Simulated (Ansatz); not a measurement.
## Sb under changes of volume

One of the cells (30.206 Å³/atom); the others are scaled copies at fixed shape and fractional positions:

```
CELL_PARAMETERS angstrom
2.15420 1.24373 3.75800
-2.15420 1.24373 3.75800
0.00000 -2.48746 3.75800
ATOMIC_POSITIONS crystal
Sb 0.76651 0.76651 0.76651
Sb 0.23349 0.23349 0.23349
```

* Program: Ansatz 0.2.0
* Functional: PBE0
* Potentials or basis: Ansatz PAW
* Cutoff: 420 eV (not typed: the program's choice for these potentials)
* k mesh: 4 × 4 × 4
* Occupations: fermi-dirac, width 0.05 eV
* Spin: no spin polarisation

| volume (Å³/atom) | energy over the lowest point (meV/atom) | pressure (GPa) | gap on the mesh (eV) | largest force (eV/Å) |
| --- | --- | --- | --- | --- |
| 28.393 | 32.56 | 5.2 | 0.74 | 0.053 |
| 28.998 | 16.15 | 3.5 | 0.77 | 0.177 |
| 29.602 | 5.64 | 2.1 | 0.79 | 0.292 |
| 30.206 | 0.46 | 0.7 | 0.81 | 0.400 |
| 30.810 | 0.00 | -0.5 | 0.83 | 0.500 |
| 31.414 | ? | ? | ? | ? |
| 32.018 | 11.39 | -2.5 | 0.87 | 0.679 |

Q: What does the run at 31.414 Å³/atom give?

A: Energy over the lowest point 3.79 meV/atom; pressure -1.5 GPa; gap on the mesh 0.85 eV; largest force 0.593 eV/Å.

Worked out: A Birch-Murnaghan fit of order 3 (a polynomial in V^(-2/3)) to the other rows has its minimum at 30.57 Å³/atom with B0 = V·E''(V) = 60 GPa and B' = 4.5 at fixed shape and positions, which overstates the stiffness. It gives 3.79 meV/atom at 31.414 Å³/atom, against the run's 3.79, and -dE/dV = -1.5 GPa, against -1.5. A straight line through the other rows of the gap, of slope 1.06 eV per unit of ln V, gives 0.85 eV, against the run's 0.85.

Energies are extrapolated to zero smearing.

Caveats: all runs use coarse meshes; spin-orbit coupling is left out, which moves the levels of the heavy elements; the PAW data sets come from PBE, with cores solved anew for the run's functional, which leaves a small shift of forces and pressure; the thresholds are loose for stress.

A mesh can miss the band edges.
